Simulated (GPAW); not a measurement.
The system is AlCu3.

```
CELL_PARAMETERS angstrom
0.00000 2.88801 2.88801
2.88801 0.00000 2.88801
2.88801 2.88801 0.00000
ATOMIC_POSITIONS crystal
Cu 0.75000 0.75000 0.75000
Cu 0.25000 0.25000 0.25000
Cu 0.50000 0.50000 0.50000
Al 0.00000 0.00000 0.00000
```

The cell comes from a database or a generator and needn't be the stable form of this composition.

Base run:

| Property | Result |
| --- | --- |
| Program | GPAW 26.7.0 |
| Functional | PBEsol |
| Potentials or basis | PAW data sets generated in the run's folder for this functional |
| Cutoff | 600 eV |
| Basis | pw |
| k mesh | 8 × 8 × 8 |
| Occupations | fermi-dirac, width 0.05 eV |
| Spin | no spin polarisation |

Its results: pressure 0.7 GPa.

Q: The run is repeated on the same cell with these changes: functional from PBEsol to LDA; potentials or basis from PAW data sets generated in the run's folder for this functional to the program's PAW data sets (release 1.2.1) made for this functional. What comes out?

A: Pressure -5.3 GPa.

Not every run made on this cell is shown here.
